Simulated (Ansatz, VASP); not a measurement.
# Te: VASP beside Ansatz

The input INCAR:

```
SYSTEM = Te
ALGO = Fast
EDIFF = 1E-6
ENCUT = 520
GGA = PE
ISIF = 2
ISMEAR = -1
LASPH = .True.
LCHARG = .False.
LREAL = .False.
LWAVE = .False.
NBANDS = 9
NELM = 80
PREC = Accurate
SIGMA = 0.05
```

The input KPOINTS:

```
k-points
0
Gamma
  9 9 9
  0 0 0
```

POSCAR

```
Te
1.0
    2.2588318621      1.3041371837      1.6564347588
   -2.2588318621      1.3041371837      1.6564347588
    0.0000000000     -2.6082743673      1.6564347588
Te
1
Direct
    0.5000000000      0.5000000000      0.5000000000
```

File input.yaml:

```yaml
crystal:
  lattice:
    - [2.2588318621, 1.3041371837, 1.6564347588]
    - [-2.2588318621, 1.3041371837, 1.6564347588]
    - [0.0, -2.6082743673, 1.6564347588]
  atoms:
    - { symbol: Te, position: [0.5, 0.5, 0.5] }
kpoints:
  mp_grid: { grid: [9, 9, 9] }
scf:
  occupations: { method: fermi_dirac, width: 0.05 }
hamiltonian:
  xc: pbe
  pseudopotentials: { kind: all_electron, lapw: { basis_error: 0.0005 } }
output:
  forces: true
  stress: true
  eigenvalues: true
```

Change from the starting cell: volume scaled by 0.94.

Alike in both runs: task single point; functional PBE; k mesh 9 × 9 × 9; occupations fermi-dirac, width 0.05 eV; no spin polarisation.

|  | VASP | Ansatz |
| --- | --- | --- |
| version | VASP 6.6.1 | Ansatz 0.2.0 |
| potentials or method | VASP PAW PBE potentials, release 64 (Te) | all-electron LAPW, scalar-relativistic |
| plane-wave cutoff (eV) | 520 | see its input |

Ansatz gave:

- gap on the k mesh at the Fermi level (eV): none
- pressure (GPa): 7.0
- largest component of the traceless stress (GPa): 0.68

Q: Estimate VASP's values.

A: gap on the k mesh at the Fermi level (eV): none; pressure (GPa): 6.9; largest component of the traceless stress (GPa): 0.69.

A gap of «none» marks a metal or a gap that the smearing closes. Ansatz ran all-electron here, so the differences hold the error of VASP's frozen core and of both bases.

The runs have no spin-orbit coupling, so splittings on Te are missing.
